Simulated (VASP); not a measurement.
Here is a VASP 6.6.1 calculation.

The input INCAR:

```
SYSTEM = Mg3Sb2
ALGO = Normal
EDIFF = 1E-7
EDIFFG = -0.01
ENCUT = 600
GGA = PS
IBRION = 2
ISIF = 4
ISMEAR = 0
LASPH = .True.
LCHARG = .False.
LREAL = .False.
LWAVE = .False.
NELM = 80
NSW = 40
PREC = Accurate
SIGMA = 0.03
```

File KPOINTS:

```
k-points
0
Gamma
  9 9 5
  0 0 0
```

Contents of POSCAR:

```
Mg3Sb2                                  
1.0
    4.4616710204     -0.0000000000      0.0000000000
   -2.2308355102      3.8639204470     -0.0000000000
    0.0000000000      0.0000000000      7.0393128061
  Mg              Sb            
     3     2
Direct
     0.3333333332999970    0.6666666667000030    0.6325098387269918
     0.6666666667000030    0.3333333332999970    0.3674901612730081
     1.0000000000000000    0.0000000000000000    0.0000000000000000
     0.3333333332999970    0.6666666667000030    0.2237411491358341
     0.6666666667000030    0.3333333332999970    0.7762588508641659
```

Potentials or basis: VASP PAW PBE potentials, release 64 (Mg, Sb).

Run with:

```console
$ cat potpaw_PBE.64/Mg/POTCAR potpaw_PBE.64/Sb/POTCAR > POTCAR
$ mpirun -np 1 vasp_std > vasp.out
```

**Question.** Estimate the band gap on the k mesh.

**Answer.** 0.07 eV, indirect (least direct gap 1.21 eV).

**Question.** What does it give for the energy gained by relaxing?

**Answer.** 0.7 meV/atom.

Final structure:
```xyz
5
Lattice="4.4661 0.0000 0.0000 -2.2330 3.8677 0.0000 0.0000 0.0000 7.0255" Properties=species:S:1:pos:R:3 pbc="T T T"
Mg    0.0000    2.5785    4.4368
Mg    2.2330    1.2892    2.5887
Mg    0.0000    0.0000    0.0000
Sb    0.0000    2.5785    1.5501
Sb    2.2330    1.2892    5.4754
```

Caveat: spin-orbit coupling is left out, which moves the levels of the heavy elements; an odd mesh through Γ misses points on the zone boundary, where band edges often lie.
